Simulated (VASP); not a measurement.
Here is a VASP 6.6.1 calculation.

INCAR

```
  ALGO = Normal
  EDIFF = 1E-6
  EDIFFG = -0.02
  ENCUT = 600
  IBRION = 2
  ISIF = 3
  ISMEAR = -1
  LASPH = True
  LCHARG = False
  LMIXTAU = True
  LREAL = False
  LWAVE = False
  METAGGA = R2SCAN
  NELM = 60
  NSW = 40
  PREC = Accurate
  SIGMA = 0.05
```

The input KPOINTS:

```
k-points
0
Gamma
  12 12 11
```

Contents of POSCAR:

```
Si
1.0
    2.6205428149      0.0000000000      0.0000000000
   -1.3102714075      2.2694566494      0.0000000000
    0.0000000000      0.0000000000      2.4663543900
Si
1
Direct
    0.0000000000      0.0000000000      0.0000000000
```

Potentials or basis: VASP PAW PBE potentials, release 64 (Si).

The run is started by

```console
$ cat potpaw_PBE.64/Si/POTCAR > POTCAR
$ mpirun -np 1 vasp_std > vasp.out
```

Question: Predict the relaxed volume.

Answer: 14.88 Å³/atom.

Question: Predict the relaxed cell.

Answer: a = 2.623 Å, b = 2.623 Å, c = 2.499 Å, α = 90.00°, β = 90.00°, γ = 120.00°.

Final structure:
```cif
data_structure
_symmetry_space_group_name_H-M 'P 1'
_symmetry_Int_Tables_number 1
_cell_length_a 2.6226
_cell_length_b 2.6226
_cell_length_c 2.4989
_cell_angle_alpha 90.000
_cell_angle_beta 90.000
_cell_angle_gamma 120.000
_cell_volume 14.88
loop_
_atom_site_label
_atom_site_type_symbol
_atom_site_fract_x
_atom_site_fract_y
_atom_site_fract_z
_atom_site_occupancy
Si1 Si 0.00000 0.00000 0.00000 1
```

Caveat: the PAW data sets were made with another functional, which shifts forces and pressure a little.
